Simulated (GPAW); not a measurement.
Crystal: InPd.

```
In Pd
1.0
     3.27188    0.00000    0.00000
     0.00000    3.27188    0.00000
     0.00000    0.00000    3.27188
In Pd
1 1
Direct
  0.00000 0.00000 0.00000
  0.50000 0.50000 0.50000
```

The cell comes from a database or a generator and needn't be the stable form of this composition.

Base run:

* Program: GPAW 26.7.0
* Functional: r2SCAN
* Potentials or basis: GPAW PAW data sets (gpaw-data 1.2.1)
* Cutoff: 600 eV
* Basis: pw
* k mesh: 8 × 8 × 8
* Occupations: fermi-dirac, width 0.05 eV
* Spin: no spin polarisation

Its results: pressure -0.2 GPa.

The run is repeated on the same cell with these changes: functional from r2SCAN to PBE; occupations from fermi-dirac, width 0.05 eV to gaussian, width 0.027 eV. What comes out?

Pressure 3.3 GPa.

Caveats: the PAW data sets were made with another functional, which shifts forces and pressure a little (some runs).
